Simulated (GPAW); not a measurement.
# CdTe (F-43m) in GPAW: convergence with k mesh

Aim: find how far k mesh must go before the results for CdTe settle, at PBE. This setting moves, with any that are tied to it; all else stays.

Program: GPAW 26.7.0. These are calculated values, not measurements. Logs are shortened: lines on timing, memory, paths and dates and some standing lists are left out, and cuts for length are marked. The log counts tension as positive stress, the text compression.

## Step 1: Starting point

Symmetry: F-43m, No. 216, cubic system. The conventional cell has a = 6.410 Å, b = 6.410 Å, c = 6.410 Å, α = 90.00°, β = 90.00°, γ = 90.00°. Te (site symmetry -43m) has 4 Cd at 2.78 Å as nearest neighbours. Around Cd (site symmetry -43m) lie 4 Te at 2.78 Å.

## Step 2: With k mesh 2 × 2 × 2

File run.py:

```python
from ase import Atoms
from ase.dft.bandgap import bandgap
from ase.io import write
from ase.units import GPa
from gpaw import GPAW, PW

atoms = Atoms(['Te', 'Cd'],
              cell=[[0.0, 3.205, 3.205],
                    [3.205, 0.0, 3.205],
                    [3.205, 3.205, 0.0]],
              scaled_positions=[[0.75, 0.75, 0.75],
                                [0.0, 0.0, 0.0]],
              pbc=True)

calc = GPAW(mode=PW(600),
            xc='PBE',
            kpts={'size': (2, 2, 2), 'gamma': True},
            occupations={'name': 'fermi-dirac', 'width': 0.05},
            nbands=18,
            convergence={'density': 1e-05, 'energy': 1e-05},
            maxiter=100,
            txt='gpaw.txt')
atoms.calc = calc
energy = atoms.get_potential_energy()
forces = atoms.get_forces()
stress = atoms.get_stress()
calc.write('gs.gpw')
write('result.traj', atoms)
print(f'Energy: {energy:.6f} eV')
print('Forces (eV/A):')
print(forces.round(4))
print('Stress (GPa):', (stress / GPa).round(3))
print('Fermi level:', round(calc.get_fermi_level(), 4), 'eV')
print(f'Gap: {bandgap(calc)[0]:.4f} eV, direct: {bandgap(calc, direct=True)[0]:.4f} eV')
```

Potentials or basis: GPAW PAW data sets (gpaw-data 1.2.1), pw.

Command:

```bash
$ OMP_NUM_THREADS=1 python run.py
```

It took 4.8 s on 1 thread of Arm Neoverse V1, shared host; peak memory 0.15 GiB.

Results:

```yaml
Free_energy: -3.6933 eV
Pressure: 7.8 GPa
Band_gap_on_the_k_mesh: 0.76 eV, direct
```

## Step 3: With k mesh 3 × 3 × 3

run.py: that of step 2 with these lines changed.

```diff
@@ -16,3 +16,3 @@
             xc='PBE',
-            kpts={'size': (2, 2, 2), 'gamma': True},
+            kpts={'size': (3, 3, 3), 'gamma': True},
             occupations={'name': 'fermi-dirac', 'width': 0.05},
```

Potentials or basis: GPAW PAW data sets (gpaw-data 1.2.1), pw.

Command:

```bash
$ OMP_NUM_THREADS=1 python run.py
```

Wall time 5.3 s (1 thread of Arm Neoverse V1, shared host); peak memory 0.15 GiB.

Results:

```
Free energy            : -4.7520 eV
Pressure               : 4.7 GPa
Band gap on the k mesh : 0.84 eV, direct
```

## Step 4: With k mesh 4 × 4 × 4

run.py: that of step 3 with these lines changed.

```diff
@@ -16,3 +16,3 @@
             xc='PBE',
-            kpts={'size': (3, 3, 3), 'gamma': True},
+            kpts={'size': (4, 4, 4), 'gamma': True},
             occupations={'name': 'fermi-dirac', 'width': 0.05},
```

Command:

```bash
$ OMP_NUM_THREADS=1 python run.py
```

It took 8.4 s on 1 thread of Arm Neoverse V1, shared host; peak memory 0.15 GiB.

Results (log left out):

| Quantity | Value |
| --- | --- |
| Free energy | -4.9478 eV |
| Pressure | 4.1 GPa |
| Band gap on the k mesh | 0.86 eV, direct |

## Step 5: With k mesh 5 × 5 × 5

run.py: that of step 4 with these lines changed.

```diff
@@ -16,3 +16,3 @@
             xc='PBE',
-            kpts={'size': (4, 4, 4), 'gamma': True},
+            kpts={'size': (5, 5, 5), 'gamma': True},
             occupations={'name': 'fermi-dirac', 'width': 0.05},
```

Command:

```bash
$ OMP_NUM_THREADS=1 python run.py
```

It took 10 s on 1 thread of Arm Neoverse V1, shared host; peak memory 0.15 GiB.

The run converged. Its results:

- Free energy: -4.9944 eV
- Pressure: 3.9 GPa
- Band gap on the k mesh: 0.87 eV, direct

## Step 6: With k mesh 6 × 6 × 6

run.py: that of step 5 with these lines changed.

```diff
@@ -16,3 +16,3 @@
             xc='PBE',
-            kpts={'size': (5, 5, 5), 'gamma': True},
+            kpts={'size': (6, 6, 6), 'gamma': True},
             occupations={'name': 'fermi-dirac', 'width': 0.05},
```

Potentials or basis: GPAW PAW data sets (gpaw-data 1.2.1), pw.

Command:

```bash
$ OMP_NUM_THREADS=1 python run.py
```

It took 14 s on 1 thread of Arm Neoverse V1, shared host; peak memory 0.16 GiB.

It converged, with:

| Item | Value |
| --- | --- |
| Free energy | -5.0074 eV |
| Pressure | 3.8 GPa |
| Band gap on the k mesh | 0.87 eV, direct |

## Step 7: With k mesh 7 × 7 × 7

run.py: that of step 6 with these lines changed.

```diff
@@ -16,3 +16,3 @@
             xc='PBE',
-            kpts={'size': (6, 6, 6), 'gamma': True},
+            kpts={'size': (7, 7, 7), 'gamma': True},
             occupations={'name': 'fermi-dirac', 'width': 0.05},
```

Command:

```bash
$ OMP_NUM_THREADS=1 python run.py
```

It took 17 s on 1 thread of Arm Neoverse V1, shared host; peak memory 0.17 GiB.

The run converged. Its results:

```
Free energy            : -5.0116 eV
Pressure               : 3.8 GPa
Band gap on the k mesh : 0.87 eV, direct
```

## Step 8: With k mesh 8 × 8 × 8

run.py: that of step 7 with these lines changed.

```diff
@@ -16,3 +16,3 @@
             xc='PBE',
-            kpts={'size': (7, 7, 7), 'gamma': True},
+            kpts={'size': (8, 8, 8), 'gamma': True},
             occupations={'name': 'fermi-dirac', 'width': 0.05},
```

Command:

```bash
$ OMP_NUM_THREADS=1 python run.py
```

Run time: 24 s. Hardware: 1 thread of Arm Neoverse V1, shared host; peak memory 0.18 GiB.

The run converged. Its results:

* Free energy: -5.0130 eV
* Pressure: 3.8 GPa
* Band gap on the k mesh: 0.87 eV, direct

## Step 9: With k mesh 10 × 10 × 10

run.py: that of step 8 with these lines changed.

```diff
@@ -16,3 +16,3 @@
             xc='PBE',
-            kpts={'size': (8, 8, 8), 'gamma': True},
+            kpts={'size': (10, 10, 10), 'gamma': True},
             occupations={'name': 'fermi-dirac', 'width': 0.05},
```

Potentials or basis: GPAW PAW data sets (gpaw-data 1.2.1), pw.

Command:

```bash
$ OMP_NUM_THREADS=1 python run.py
```

gpaw.txt:

```text
__  _  _
 | _ |_)|_||  |
 |__||  | ||/\| - 26.7.0

Input parameters:
  mode=PW(ecut=600.0),
  convergence={'density': 1e-05, 'energy': 1e-05},
  kpts=MonkhorstPack(size=(10, 10, 10), gamma=True),
  maxiter=100,
  nbands=18,
  occupations=Occupations(name='fermi-dirac', width=0.05),
  xc=XC(name='PBE')

Diagonalizing LCAO Hamiltonian
Converting LCAO to pw mode

                      Te

       Cd

Atoms  # Å, Bohr magnetons
|   | symbol |        x |        y |        z |    initial magnetic moments |
|---|--------|----------|----------|----------|-----------------------------|
| 0 |     Te | 4.807500 | 4.807500 | 4.807500 | ( 0.0000,  0.0000,  0.0000) |
| 1 |     Cd | 0.000000 | 0.000000 | 0.000000 | ( 0.0000,  0.0000,  0.0000) |

Unit cell  # Å
| periodic |        x |        y |        z |  lengths |    angles |
|----------|----------|----------|----------|----------|-----------|
|      yes | 0.000000 | 3.205000 | 3.205000 | 4.532554 | 60.000000 |
|      yes | 3.205000 | 0.000000 | 3.205000 | 4.532554 | 60.000000 |
|      yes | 3.205000 | 3.205000 | 0.000000 | 4.532554 | 60.000000 |

Number of symmetries: 24
Symmetry operations  # r_c * U_cc + t_c -> r_c
|    | kind |            matrix            |
|----|------|------------------------------|
|  0 |  E   |  1, 0, 0,  0, 1, 0,  0, 0, 1 |
|  1 |  σ   |  1, 0, 0,  0, 0, 1,  0, 1, 0 |
|  2 |  σ   |  1, 0,-1,  0, 1,-1,  0, 0,-1 |
|  3 |  C3  |  1, 0,-1,  0, 0,-1,  0, 1,-1 |
|  4 |  C3  |  1,-1, 0,  0,-1, 1,  0,-1, 0 |
|  5 |  σ   |  1,-1, 0,  0,-1, 0,  0,-1, 1 |
|  6 |  σ   |  0, 1, 0,  1, 0, 0,  0, 0, 1 |
|  7 |  C3  |  0, 1, 0,  0, 0, 1,  1, 0, 0 |
|  8 |  C2  |  0, 1,-1,  1, 0,-1,  0, 0,-1 |
|  9 |  S4  |  0, 1,-1,  0, 0,-1,  1, 0,-1 |
| 10 |  C3  |  0, 0, 1,  1, 0, 0,  0, 1, 0 |
| 11 |  σ   |  0, 0, 1,  0, 1, 0,  1, 0, 0 |
| 12 |  S4  |  0, 0,-1,  1, 0,-1,  0, 1,-1 |
| 13 |  C3  |  0, 0,-1,  0, 1,-1,  1, 0,-1 |
| 14 |  S4  |  0,-1, 1,  1,-1, 0,  0,-1, 0 |
| 15 |  C2  |  0,-1, 1,  0,-1, 0,  1,-1, 0 |
| 16 |  C3  |  0,-1, 0,  1,-1, 0,  0,-1, 1 |
| 17 |  S4  |  0,-1, 0,  0,-1, 1,  1,-1, 0 |
| 18 |  S4  | -1, 1, 0, -1, 0, 1, -1, 0, 0 |
| 19 |  C3  | -1, 1, 0, -1, 0, 0, -1, 0, 1 |
| 20 |  C3  | -1, 0, 1, -1, 1, 0, -1, 0, 0 |
| 21 |  S4  | -1, 0, 1, -1, 0, 0, -1, 1, 0 |
| 22 |  σ   | -1, 0, 0, -1, 1, 0, -1, 0, 1 |
| 23 |  C2  | -1, 0, 0, -1, 0, 1, -1, 1, 0 |

BZ-sampling:
  Number of BZ points: 1000
  Number of IBZ points: 47

  Monkhorst-Pack size: [10, 10, 10]
  Monkhorst-Pack shift: [0.05, 0.05, 0.05]

K-points  # in reciprocal-cell coordinates
|     |                                coordinates |     weight |
|-----|--------------------------------------------|------------|
|   0 | (  0.00000000,   0.00000000,   0.00000000) | 0.00100000 |
|   1 | (  0.10000000,   0.10000000,   0.00000000) | 0.00600000 |
|   2 | (  0.10000000,   0.10000000,   0.10000000) | 0.00800000 |
|   3 | (  0.20000000,   0.10000000,   0.10000000) | 0.01200000 |
|   4 | (  0.20000000,   0.20000000,   0.00000000) | 0.00600000 |
|   5 | (  0.20000000,   0.20000000,   0.10000000) | 0.02400000 |
|   6 | (  0.20000000,   0.20000000,   0.20000000) | 0.00800000 |
|   7 | (  0.30000000,   0.20000000,   0.10000000) | 0.02400000 |
|   8 | (  0.30000000,   0.20000000,   0.20000000) | 0.02400000 |
|   9 | (  0.30000000,   0.30000000,   0.00000000) | 0.00600000 |
| ... |                                            |            |
|  46 | (  0.50000000,   0.50000000,   0.50000000) | 0.00400000 |

Plane wave coefficients: 2210
Cutoff: 600.0 eV

Spin-components: 1 (collinear spins)
Bands:           18
Projectors:      11
Spin-degeneracy: 2
Datatype:        complex128

Parallelization:
  kpt:    1
  domain: 1
  band:   1

Density:
  Valence electrons: 18.0
  Components: 1
  Grid points: [27 27 27]
  Charge: 0.0  # |e|

Potential:
  Grid points: [27 27 27]

species:
  Te:
    name:    Tellurium
    Z:       52.0
    valence: 6
    core:    46
    charge:  0.0  # [|e|]
    compensation charges:
      type: gauss
      rc: 0.36  # [Å]
      lmax: 2
    cutoffs:
      filter: 2.09  # [Å]
      core: 3.17  # [Å]
    projectors
    | kind |    occ | energy [eV] | rcut [Å] |
    |------|--------|-------------|----------|
    |   5s |  2.000 |     -15.089 |    1.180 |
    |   5p |  4.000 |      -5.955 |    1.196 |
    |    s |        |      12.123 |    1.180 |
    |    p |        |      21.256 |    1.196 |
    |    d |        |       0.000 |    1.238 |

    Using partial waves for Te as LCAO basis

  Cd:
    name:    Cadmium
    Z:       48.0
    valence: 12
    core:    36
    charge:  0.0  # [|e|]
    compensation charges:
      type: gauss
      rc: 0.38  # [Å]
      lmax: 2
    cutoffs:
      filter: 2.12  # [Å]
      core: 2.62  # [Å]
    projectors
    | kind |    occ | energy [eV] | rcut [Å] |
    |------|--------|-------------|----------|
    |   5s |  2.000 |      -5.655 |    1.191 |
    |   5p |  0.000 |      -1.186 |    1.228 |
    |   4d | 10.000 |     -11.739 |    1.164 |
    |    s |        |      21.556 |    1.191 |
    |    p |        |      26.026 |    1.228 |
    |    d |        |      15.473 |    1.164 |

    Using partial waves for Cd as LCAO basis

Reference energy: -336963.801770  # eV

eigensolver:
  PPCG
  Converge bands: occupied
  niter=2

density mixing:
  MSR1-Mixer
  Pratt-step length: 0.05
  Maximum mixing coefficient: 0.75
  Old densities: 10
  SVD Regularization: 0.005
  Good broyden scale: 1.0
  Trust region scale: 1.0
  Backstep threshold: 4.0
  History deletion threshold: 6.0
  Fourier metric: weight=20.0, sigma=0.015

occupation numbers:
  Fermi-Dirac:
    width: 0.0500  # eV

poisson solver:
  ecut: 4800.0  # eV

xc functional:
  name: PBE with 2 nearest neighbor stencil

convergence criteria:
- Maximum integral of absolute [dens]ity change: 1e-05 electrons / valence electron
- Maximum [total energy] change in last 3 cyles: 1e-05 eV / valence electron
- Maximum integral of absolute [eigenst]ate change: 4e-08 eV^2 / valence electron
maximum number of iterations: 100

SCF iterations
|iter     | |      energy | eigst |  dens |
|---------|-|-------------|-------|-------|
|iter:   1| |   -5.225579 | -0.36 |       |
|iter:   2| |   -5.182089 | -2.36 | -1.26 |
|iter:   3| |   -5.015111 | -1.76 | -1.30 |
|iter:   4| |   -5.014113 | -3.30 | -1.78 |
|iter:   5| |   -5.013776 | -3.79 | -2.23 |
|iter:   6| |   -5.013816 | -5.48 | -2.94 |
|iter:   7| |   -5.013820c| -6.69 | -3.55 |
|iter:   8| |   -5.013820c| -7.83c| -4.45 |
|iter:   9| |   -5.013820c| -8.40c| -5.29c|

Converged in 9 steps
Energy contributions relative to reference atoms: (reference = -336963.801770)

Energy contributions:
  Kinetic:          22.159774
  Coulomb:         -20.026684
  Zero:              0.257730
  External:          0.000000
  Xc:               -7.404640
  Entropy:          -0.000001
  Spinorbit:         0.000000
  ----------------------------
  Free energy:      -5.013820
  Extrapolated:     -5.013820

dipole moment: (-16.515614, -16.515614, -16.515614)  # |e|*Ang

Fermi level: 4.568
Eigenvalues  # (at kpt = [0.000, 0.000, 0.000])
| band index |      eig [eV] | occ [0-2] |
|------------|---------------|-----------|
|          0 |        -7.271 |     2.000 |
|          1 |        -4.271 |     2.000 |
|          2 |        -4.271 |     2.000 |
|          3 |        -4.271 |     2.000 |
|          4 |        -3.983 |     2.000 |
|          5 |        -3.983 |     2.000 |
[... 10 lines left out ...]
|         16 |        14.187 |     0.000 |
|         17 |        14.187 |     0.000 |

Gap: 0.872 eV
Transition (v -> c):
  (s=0, k=0, n=8, [0.00, 0.00, 0.00]) -> (s=0, k=0, n=9, [0.00, 0.00, 0.00])
No difference between direct/indirect transitions

Forces  # eV/Ang
|        x |       y |       z |
|----------|---------|---------|
| -0.00000 | 0.00000 | 0.00000 |  # Te   0
|  0.00000 | 0.00000 | 0.00000 |  # Cd   1

Stress tensor  # eV/Ang^3
|         x |         y |         z |
|-----------|-----------|-----------|
| -0.023768 |  0.000000 |  0.000000 |
|  0.000000 | -0.023768 | -0.000000 |
|  0.000000 | -0.000000 | -0.023768 |

# Writing to gs.gpw (mode='')
```

It took 40 s on 1 thread of Arm Neoverse V1, shared host; peak memory 0.2 GiB.

What came out:

```yaml
Free_energy: -5.0138 eV
Pressure: 3.8 GPa
Band_gap_on_the_k_mesh: 0.87 eV, direct
```

## Step 10: Result

| k mesh | energy less the tightest run, at zero smearing (meV/atom) | pressure (GPa) | gap on the mesh (eV) | SCF cycles | CPU time (s) | peak memory (GiB) |
| --- | --- | --- | --- | --- | --- | --- |
| 2 × 2 × 2 | 660.30 | 7.76 | 0.758 | 9 | 4.8 | 0.15 |
| 3 × 3 × 3 | 130.93 | 4.74 | 0.838 | 9 | 5.3 | 0.15 |
| 4 × 4 × 4 | 33.03 | 4.06 | 0.860 | 9 | 8.4 | 0.15 |
| 5 × 5 × 5 | 9.71 | 3.88 | 0.868 | 9 | 10 | 0.15 |
| 6 × 6 × 6 | 3.19 | 3.83 | 0.870 | 9 | 14 | 0.16 |
| 7 × 7 × 7 | 1.12 | 3.81 | 0.871 | 9 | 17 | 0.17 |
| 8 × 8 × 8 | 0.39 | 3.81 | 0.872 | 9 | 24 | 0.18 |
| 10 × 10 × 10 | 0.00 | 3.81 | 0.872 | 9 | 40 | 0.2 |

Against the tightest run, the energy stays within 1 meV/atom from 8 × 8 × 8 on; the pressure stays within 0.1 GPa from 5 × 5 × 5 on; the gap on the mesh stays within 0.01 eV from 5 × 5 × 5 on. Meshes of other sizes hit other points, so gaps and Fermi surfaces needn't settle smoothly. The tightest run that finished is the yardstick and may itself not be fully converged.

Caveats: spin-orbit coupling is left out, which moves the levels of the heavy elements.
